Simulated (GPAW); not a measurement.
Runs of GPAW 26.7.0 on KBr. The structure is cubic, space group Fm-3m (No. 225). The conventional cell has a = 6.600 Å, b = 6.600 Å, c = 6.600 Å, α = 90.00°, β = 90.00°, γ = 90.00°. Around Br (site symmetry m-3m) lie 6 K at 3.30 Å. K (site symmetry m-3m) is surrounded by 6 Br at 3.30 Å. 

```csv
task,level,potentials or basis,cell,k mesh,smearing,band path,band points,gap on the mesh (eV),pressure (GPa),V0 of scaled cells (Å³/atom),B0 (GPa)
equation of state,AM05+D4,"PAW data sets generated in the run's folder for this functional, pw",as given,6 × 6 × 6,fermi-dirac 0.05 eV,-,-,-,-,36.13,14
single point,PBE,"GPAW PAW data sets (gpaw-data 1.2.1), pw",the cell as VASP's run set it,7 × 7 × 7,gaussian 0.1 eV,-,-,4.44,(c),-,-
equation of state,PBE,"PAW data sets generated in the run's folder for this functional, pw",as given,6 × 6 × 6,fermi-dirac 0.05 eV,-,-,-,-,(b),13
single point,WC,"PAW data sets generated in the run's folder for this functional, pw",as given,7 × 7 × 7,fermi-dirac 0.05 eV,-,-,4.35,-0.2,-,-
band structure,r2SCAN,"GPAW PAW data sets (gpaw-data 1.2.1), pw",as given,7 × 7 × 7,fermi-dirac 0.05 eV,"GXWKGLUWLK,UX",60,5.08,(a),-,-
```

Alike in all rows: no spin polarisation; cutoff (eV) 600.

Question: Fill in the values left out.

Answer: (a) 0.0; (b) 37.67; (c) 0.7.

Caveats: an odd mesh through Γ misses points on the zone boundary, where band edges often lie (some runs); the PAW data sets were made with another functional, which shifts forces and pressure a little (some runs).

A k mesh can miss the band edges, and the runs leave out spin-orbit coupling on Br.

Not every run made on this cell is shown here.
